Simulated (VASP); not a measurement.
# La (P6_3/mmc) in VASP: notebook

One crystal, La, is run at these levels: r2SCAN, r2SCAN+rVV10; tasks: relaxation of cell and atoms.

All numbers are computed with VASP 6.6.1; they aren't measurements. Logs are shortened: lines on timing, memory, paths and dates and some standing lists are left out, and cuts for length are marked.

### 1 The crystal as given

It takes space group P6_3/mmc (No. 194, hexagonal). The conventional cell has a = 3.796 Å, b = 3.796 Å, c = 12.041 Å, α = 90.00°, β = 90.00°, γ = 120.00°. La (site symmetry -3m) is surrounded by 12 La at 3.72 to 3.80 Å. Around La (site symmetry -6m2) lie 12 La at 3.72 to 3.80 Å.

### 2 Relaxation of cell and atoms, r2SCAN

INCAR reads:

```
SYSTEM = La
PREC = Accurate ; ENCUT = 600
EDIFF = 1E-7 ; ISMEAR = 0
SIGMA = 0.1 ; LREAL = .False.
LASPH = .True. ; NELM = 100
ALGO = Normal ; ISIF = 3
LWAVE = .False. ; LCHARG = .False.
METAGGA = R2SCAN ; LMIXTAU = .True.
IBRION = 2 ; NSW = 90
EDIFFG = -0.005
```

KPOINTS reads:

```
Automatic mesh
0
Gamma
  12 12 4
  0 0 0
```

POSCAR reads:

```
La
1.0
    3.7963115000      0.0000000000      0.0000000000
   -1.8981557500      3.2877022000      0.0000000000
    0.0000000000      0.0000000000     12.0412575300
La
4
Direct
    0.0000000000      0.0000000000      0.0000000000
    0.0000000000      0.0000000000      0.5000000000
    0.3333333300      0.6666666700      0.2500000000
    0.6666666700      0.3333333300      0.7500000000
```

Potentials or basis: VASP PAW PBE potentials, release 64 (La).

Command:

```bash
> cat potpaw_PBE.64/La/POTCAR > POTCAR
> mpirun -np 1 vasp_std > vasp.out
```

OUTCAR:

```text
SYSTEM = La
   PREC = Accurate
   ENCUT = 600
   EDIFF = 1E-7
   ISMEAR = 0
   LREAL = .False.
   LASPH = .True.
   NELM = 100
   ISIF = 3
   METAGGA = R2SCAN
   IBRION = 2
   NSW = 90
   EDIFFG = -0.005

 ion  position               nearest neighbor table
   1  0.000  0.000  0.000-
   2  0.000  0.000  0.500-
   3  0.333  0.667  0.250-
   4  0.667  0.333  0.750-

  LATTYP: Found a hexagonal cell.
 ALAT       =     3.7963115000
 C/A-ratio  =     3.1718307441

  Lattice vectors:

 A1 = (   3.7963115000,   0.0000000000,   0.0000000000)
 A2 = (  -1.8981557500,   3.2877022000,   0.0000000000)
 A3 = (   0.0000000000,   0.0000000000,  12.0412575300)

Analysis of symmetry for initial positions (statically):
=====================================================================
 Subroutine PRICEL returns:
 Original cell was already a primitive cell.

 Routine SETGRP: Setting up the symmetry group for a
 hexagonal supercell.

 Subroutine GETGRP returns: Found 24 space group operations
 (whereof 12 operations were pure point group operations)
 out of a pool of 24 trial point group operations.

The static configuration has the point symmetry D_3d.
 The point group associated with its full space group is D_6h.

Analysis of symmetry for dynamics (positions and initial velocities):
=====================================================================
 Subroutine PRICEL returns:
 Original cell was already a primitive cell.

 Routine SETGRP: Setting up the symmetry group for a
 hexagonal supercell.

 Subroutine GETGRP returns: Found 24 space group operations
 (whereof 12 operations were pure point group operations)
 out of a pool of 24 trial point group operations.

The dynamic configuration has the point symmetry D_3d.
 The point group associated with its full space group is D_6h.

 Subroutine INISYM returns: Found 24 space group operations
 (whereof 12 operations are pure point group operations),
 and found     1 'primitive' translations

----------------------------------------------------------------------------------------

                                     Primitive cell

  volume of cell :     150.2886

  direct lattice vectors                    reciprocal lattice vectors
     3.796311500  0.000000000  0.000000000     0.263413579  0.152081901  0.000000000
    -1.898155750  3.287702200  0.000000000     0.000000000  0.304163802  0.000000000
     0.000000000  0.000000000 12.041257530     0.000000000  0.000000000  0.083047804

  length of vectors
     3.796311500  3.796311500 12.041257530     0.304163802  0.304163802  0.083047804

  position of ions in fractional coordinates (direct lattice)
     0.000000000  0.000000000  0.000000000
     0.000000000  0.000000000  0.500000000
     0.333333330  0.666666670  0.250000000
     0.666666670  0.333333330  0.750000000

  ion indices of the primitive-cell ions
   primitive index   ion index
                 1           1
                 2           2
                 3           3
                 4           4

----------------------------------------------------------------------------------------

 KPOINTS: Automatic mesh

Automatic generation of k-mesh.
 Grid dimensions read from file:
 generate k-points for:   12   12    4

 Generating k-lattice:

  Cartesian coordinates                     Fractional coordinates (reciprocal lattice)
     0.021951132  0.012673492  0.000000000     0.083333333  0.000000000  0.000000000
     0.000000000  0.025346983  0.000000000     0.000000000  0.083333333  0.000000000
     0.000000000  0.000000000  0.020761951     0.000000000  0.000000000  0.250000000

  Length of vectors
     0.025346983  0.025346983  0.020761951

  Shift w.r.t. Gamma in fractional coordinates (k-lattice)
     0.000000000  0.000000000  0.000000000

 Subroutine IBZKPT returns following result:
 ===========================================

 Found     57 irreducible k-points:

 Following reciprocal coordinates:
            Coordinates               Weight
  0.000000  0.000000  0.000000      1.000000
  0.083333  0.000000  0.000000      6.000000
  0.166667  0.000000  0.000000      6.000000
  0.250000  0.000000  0.000000      6.000000
  0.333333  0.000000  0.000000      6.000000
  0.416667  0.000000  0.000000      6.000000
[... 16 lines left out ...]
  0.250000  0.000000  0.250000     12.000000
  0.333333  0.000000  0.250000     12.000000
 [... further k-points ...]
   k-points           NKPTS =     57   k-points in BZ     NKDIM =     57   number of bands    NBANDS=     26
   number of dos      NEDOS =    301   number of ions     NIONS =      4
   total plane-waves  NPLWV =  86400
   dimension x,y,z NGX =    30 NGY =   30 NGZ =   96
   dimension x,y,z NGXF=    60 NGYF=   60 NGZF=  192
   ions per type =               4
   NGX,Y,Z   is equivalent  to a cutoff of  13.14, 13.14, 13.25 a.u.
   NGXF,Y,Z  is equivalent  to a cutoff of  26.27, 26.27, 26.51 a.u.
 SYSTEM =  La
   PREC   = accura    normal or accurate (medium, high low for compatibility)
   ISTART =      0    job   : 0-new  1-cont  2-samecut
   ICHARG =      2    charge: 1-file 2-atom 10-const
   ISPIN  =      1    spin polarized calculation?
   LNONCOLLINEAR =      F non collinear calculations
   LSORBIT =      F    spin-orbit coupling
   LASPH  =      T    aspherical Exc in radial PAW
   ENCUT  =  600.0 eV  44.10 Ry    6.64 a.u.   7.58  7.58 24.05*2*pi/ulx,y,z
   NELM   =    100;   NELMIN=  2; NELMDL= -5     # of ELM steps
   EDIFF  = 0.1E-06   stopping-criterion for ELM
   LREAL  =      F    real-space projection
   EDIFFG = -.5E-02   stopping-criterion for IOM
   NSW    =     90    number of steps for IOM
   IBRION =      2    ionic relax: 0-MD 1-quasi-New 2-CG
   NFREE  =      1    steps in history (QN), initial steepest desc. (CG)
   ISIF   =      3    stress and relaxation
   ISYM   =      2    0-nonsym 1-usesym 2-fastsym
   POTIM  = 0.5000    time-step for ionic-motion
   TEBEG  =    0.0;   TEEND  =   0.0 temperature during run
   PSTRESS=    0.0 pullay stress
   NELECT =      44.0000    total number of electrons
   NUPDOWN=      -1.0000    fix difference up-down
   EMIN   =  10.00;   EMAX   =-10.00  energy-range for DOS
   EFERMI =   0.00;   METHOD = LEGACY
   ISMEAR =     0;   SIGMA  =   0.10  broadening in eV -4-tet -1-fermi 0-gaus
   EFERMI_NEDOS =   21; number of points for ismear=-14 and -15
   IALGO  =     38    algorithm
   IMIX   =      4    mixing-type and parameters
     AMIX     =   0.40;   BMIX     =  1.00
     AMIX_MAG =   1.60;   BMIX_MAG =  1.00
  volume/ion in A,a.u.               =      37.57       253.55
  Fermi-wavevector in a.u.,A,eV,Ry     =   1.087052  2.054230 16.077762  1.181682
  Thomas-Fermi vector in A             =   2.223203
   LORBIT       =      0    0 simple, 1 ext, 2 COOP (PROOUT), +10 PAW based schemes
   METAGGA = R2SCAN    functional components
   LHFCALC =     F    Hartree Fock is set to
   AEXX    =    0.0000 exact exchange contribution
   IVDW    =     0    specifies the selected vdW correction
   LEPSILON=     F    determine dielectric tensor
   LRPA    =     F    only Hartree local field effects (RPA)
 conjugate gradient relaxation of ions
 non-spin polarized calculation
 Gauss-broadening in eV      SIGMA  =   0.10
  energy-cutoff  :      600.00
  volume of cell :      150.29
 maximum number of plane-waves:      5059
   NGX = 15   NGY = 15   NGZ = 49

--------------------------------------- Ionic step        1  -------------------------------------------

 number of electron      44.0000000 magnetization

 Free energy of the ion-electron system (eV)
  ---------------------------------------------------
  ext. energy  EPLUGINS =         0.00000000
  ---------------------------------------------------
  free energy    TOTEN  =      -118.98259085 eV

  energy without entropy =     -118.95161296  energy(sigma->0) =     -118.96710190

------------------------ aborting loop because EDIFF is reached ----------------------------------------

  FORCE on cell =-STRESS in cart. coord.  units (eV):
  Direction    XX          YY          ZZ          XY          YZ          ZX
  --------------------------------------------------------------------------------------
  -------------------------------------------------------------------------------------
  Total       -0.2170065     -0.2170065      0.0534578     -0.0000000      0.0000000     -0.0000000
  in kB       -2.3134338     -2.3134338      0.5698963     -0.0000000      0.0000000     -0.0000000
  external PRESSURE =      -1.3523238 kB  Pullay stress =       0.0000000 kB
[... 175 lines left out ...]
  energy  without entropy=     -118.9527899534  energy(sigma->0) =     -118.96818279

--------------------------------------- Ionic step        6  -------------------------------------------

 number of electron      43.9999998 magnetization

 Free energy of the ion-electron system (eV)
  ---------------------------------------------------
  ext. energy  EPLUGINS =         0.00000000
  ---------------------------------------------------
  free energy    TOTEN  =      -118.98358783 eV

  energy without entropy =     -118.95276489  energy(sigma->0) =     -118.96817636

 E-fermi :   7.9315     XC(G=0): -10.1894

 val. band max:        7.9245767681   @ k =   0.2500   0.0000   0.2500
 cond. band min:       7.9437995498   @ k =   0.3333   0.1667   0.2500
 fundamental gap:      0.0192227817
 Fermi energy:         7.9315210978

 k-point     1 :       0.0000    0.0000    0.0000
  band No.  band energies     occupation
      1     -26.1686      2.00000
      2     -26.0600      2.00000
      3     -26.0556      2.00000
      4     -25.9431      2.00000
      5     -10.1355      2.00000
      6      -9.4467      2.00000
[... 685 lines left out ...]
     25       8.8804      0.00000
     26       9.2436      0.00000

 [... further k-points ...]

------------------------ aborting loop because EDIFF is reached ----------------------------------------

  FORCE on cell =-STRESS in cart. coord.  units (eV):
  Direction    XX          YY          ZZ          XY          YZ          ZX
  --------------------------------------------------------------------------------------
  -------------------------------------------------------------------------------------
  Total        0.0054682      0.0054682      0.0046536      0.0000000      0.0000000     -0.0000000
  in kB        0.0586266      0.0586266      0.0498933      0.0000000      0.0000000     -0.0000000
  external PRESSURE =       0.0557155 kB  Pullay stress =       0.0000000 kB
[... 19 lines left out ...]
  FREE ENERGIE OF THE ION-ELECTRON SYSTEM (eV)
  ---------------------------------------------------
  free  energy   TOTEN  =      -118.9835878344 eV

  energy  without entropy=     -118.9527648891  energy(sigma->0) =     -118.96817636

 reached required accuracy - stopping structural energy minimisation
```

Run time: 1.8 h. Hardware: 1 thread of Intel Xeon Platinum 8488C (Sapphire Rapids), shared host; peak memory 0.49 GiB.

Results:

| Item | Value |
| --- | --- |
| Free energy | -118.9836 eV |
| Relaxed volume | 37.36 Å³/atom |
| Relaxed cell | a = 3.780 Å, b = 3.780 Å, c = 12.078 Å, α = 90.00°, β = 90.00°, γ = 120.00° |
| Space group after relaxing (to 0.05 Å) | P6_3/mmc (No. 194) |
| Energy gained by relaxing | 0.2 meV/atom |
| Ionic steps | 6 |
| Pressure after relaxing | 0.0 GPa |
| Band gap on the k mesh | none (metal or under the smearing width) |

The path:
| step | energy change (eV) | largest force (eV/Å) | pressure (GPa) | volume (Å³) |
| --- | --- | --- | --- | --- |
| 1 | 0.0000 | 0.0000 | -0.14 | 150.29 |
| 2 | -0.0008 | 0.0000 | -0.02 | 149.60 |
| 3 | -0.0009 | 0.0000 | 0.05 | 149.14 |
| 4 | -0.0009 | 0.0000 | 0.04 | 149.19 |
| 5 | -0.0010 | 0.0000 | 0.02 | 149.36 |
| 6 | -0.0010 | 0.0000 | 0.01 | 149.44 |

Final structure:
```xyz
4
Lattice="3.7798 0.0000 0.0000 -1.8899 3.2734 0.0000 0.0000 0.0000 12.0778" Properties=species:S:1:pos:R:3 pbc="T T T"
La    0.0000    0.0000    0.0000
La    0.0000    0.0000    6.0389
La    0.0000    2.1823    3.0194
La    1.8899    1.0911    9.0583
```

Levels at points of the mesh, in eV from the Fermi level:
```
           k point  band 19  band 20  band 21  band 22  band 23  band 24  band 25  band 26
(0.00, 0.00, 0.00)    -1.94    -1.83     0.52     0.68     1.35     1.35     1.44     1.44
(0.50, 0.00, 0.00)    -1.62    -1.10    -0.67    -0.30    -0.23     0.51     1.00     1.28
(0.00, 0.00, 0.50)    -1.75    -1.75     0.92     0.92     1.33     1.33     1.43     1.43
(0.50, 0.00, 0.50)    -1.44    -1.44    -1.12    -1.12     0.76     0.76     1.37     1.37
```

Caveat: the PAW data sets were made with another functional, which shifts forces and pressure a little. Spin-orbit coupling is left out, which matters for the levels of La.

### 3 Relaxation of cell and atoms, r2SCAN+rVV10

Changes to INCAR since step 2:

```diff
@@ -8,2 +8,4 @@
 METAGGA = R2SCAN ; LMIXTAU = .True.
+LUSE_VDW = .True. ; IVDW_NL = 2
+BPARAM = 11.95 ; CPARAM = 0.0093
 IBRION = 2 ; NSW = 90
```

KPOINTS is that of step 2.

POSCAR is that of step 2.

Potentials or basis: VASP PAW PBE potentials, release 64 (La).

Command:

```bash
> cat potpaw_PBE.64/La/POTCAR > POTCAR
> mpirun -np 1 vasp_std > vasp.out
```

Run time: 2.3 h. Hardware: 1 thread of Intel Xeon Platinum 8488C (Sapphire Rapids), shared host; peak memory 0.8 GiB.

It converged, with:

| Item | Value |
| --- | --- |
| Free energy | -118.2103 eV |
| Relaxed volume | 36.49 Å³/atom |
| Relaxed cell | a = 3.750 Å, b = 3.750 Å, c = 11.984 Å, α = 90.00°, β = 90.00°, γ = 120.00° |
| Space group after relaxing (to 0.05 Å) | P6_3/mmc (No. 194) |
| Energy gained by relaxing | 2.5 meV/atom |
| Ionic steps | 6 |
| Pressure after relaxing | 0.0 GPa |
| Band gap on the k mesh | none (metal or under the smearing width) |

The path:
```
step  energy change (eV)  largest force (eV/Å)  pressure (GPa)  volume (Å³)
   1              0.0000                0.0000           -0.68       150.29
   2             -0.0095                0.0000           -0.15       146.85
   3             -0.0100                0.0000            0.02       145.79
   4             -0.0100                0.0000            0.00       145.88
   5             -0.0101                0.0000           -0.01       145.92
   6             -0.0102                0.0000           -0.01       145.95
```

Final structure:
```cif
data_structure
_symmetry_space_group_name_H-M 'P 1'
_symmetry_Int_Tables_number 1
_cell_length_a 3.7501
_cell_length_b 3.7501
_cell_length_c 11.9841
_cell_angle_alpha 90.000
_cell_angle_beta 90.000
_cell_angle_gamma 120.000
_cell_volume 145.95
loop_
_atom_site_label
_atom_site_type_symbol
_atom_site_fract_x
_atom_site_fract_y
_atom_site_fract_z
_atom_site_occupancy
La1 La 0.00000 0.00000 0.00000 1
La2 La 0.00000 0.00000 0.50000 1
La3 La 0.33333 0.66667 0.25000 1
La4 La 0.66667 0.33333 0.75000 1
```

Levels at points of the mesh, in eV from the Fermi level:
```csv
k point,band 18,band 19,band 20,band 21,band 22,band 23,band 24,band 25,band 26
"(0.00, 0.00, 0.00)",-1.93,-1.92,-1.87,0.53,0.70,1.35,1.35,1.45,1.45
"(0.50, 0.00, 0.00)",-1.97,-1.67,-1.14,-0.71,-0.30,-0.24,0.51,1.06,1.28
"(0.00, 0.00, 0.50)",-2.85,-1.77,-1.77,0.92,0.92,1.38,1.38,1.44,1.44
"(0.50, 0.00, 0.50)",-1.80,-1.46,-1.46,-1.17,-1.17,0.76,0.76,1.42,1.42
```

Caveat: the PAW data sets were made with another functional, which shifts forces and pressure a little.
